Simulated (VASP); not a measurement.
# AlNi in VASP: convergence with ENAUG

Input of the first run (ENAUG 300); the others differ in this setting and in those tied to it:

INCAR

```
PREC     = Medium         # precision mode
ENCUT    = 520            # plane-wave cutoff, eV
EDIFF    = 1E-6           # SCF threshold, eV
ISMEAR   = 1              # smearing method
SIGMA    = 0.1            # smearing width, eV
LREAL    = False          # projectors in reciprocal space
LASPH    = True           # aspherical terms in the spheres
NELM     = 100            # most SCF steps
ALGO     = Normal         # electronic algorithm
ISIF     = 2              # what is computed and relaxed
LWAVE    = False          # write WAVECAR
LCHARG   = False          # write CHGCAR
ISPIN    = 2              # spin polarisation
MAGMOM   = 1 0            # initial moments
LORBIT   = 11             # projections on sites
LMAXMIX  = 4              # l up to which the mixer works
METAGGA  = R2SCAN         # meta-GGA
LMIXTAU  = True         
ENAUG    = 300
```

The input KPOINTS:

```
regular mesh
0
Gamma
  7 7 7
```

Contents of POSCAR:

```
AlNi
1.0
    2.8810000000      0.0000000000      0.0000000000
    0.0000000000      2.8810000000      0.0000000000
    0.0000000000      0.0000000000      2.8810000000
Ni Al
1 1
Direct
    0.5042700000      0.4962200000      0.4988640000
    0.0022220000     -0.0045850000      0.0001040000
```

Potentials or basis: VASP PAW PBE potentials, release 64 (Ni, Al).

The run is started by

```bash
$ cat potpaw_PBE.64/Ni/POTCAR potpaw_PBE.64/Al/POTCAR > POTCAR
$ mpirun -np 1 vasp_std > vasp.out
```

The cell isn't the ideal one: atoms moved at random, drawn with an rms of 0.02 Å.

Hardware: 1 thread of Intel(R) Xeon(R) Platinum 8259CL CPU @ 2.50GHz (Skylake/Cascade Lake) (shared host).

```tsv
ENAUG	energy less the tightest run, at zero smearing (meV/atom)	pressure (GPa)	largest force (eV/Å)	SCF cycles	CPU time (s)	peak memory (GiB)
300	-9.24	-1.90	0.086	16	75	0.17
400	-3.62	-3.67	0.058	16	75	0.18
500	3.34	-3.54	0.039	16	71	0.18
700	3.34	-3.54	0.039	16	72	0.18
900	0.90	-3.52	0.044	16	73	0.18
1200	-0.05	-3.47	0.049	16	71	0.19
1600	0.00	-3.34	0.044	16	74	0.2
```

Against the tightest run, the energy stays within 1 meV/atom from 900 on; the largest force stays within 0.005 eV/Å from 500 on. Not settled before the last step: the pressure (to 0.1 GPa). The tightest run that finished is the yardstick and may itself not be fully converged.

Caveat, for the tightest run too: the PAW data sets were made with another functional, which shifts forces and pressure a little.
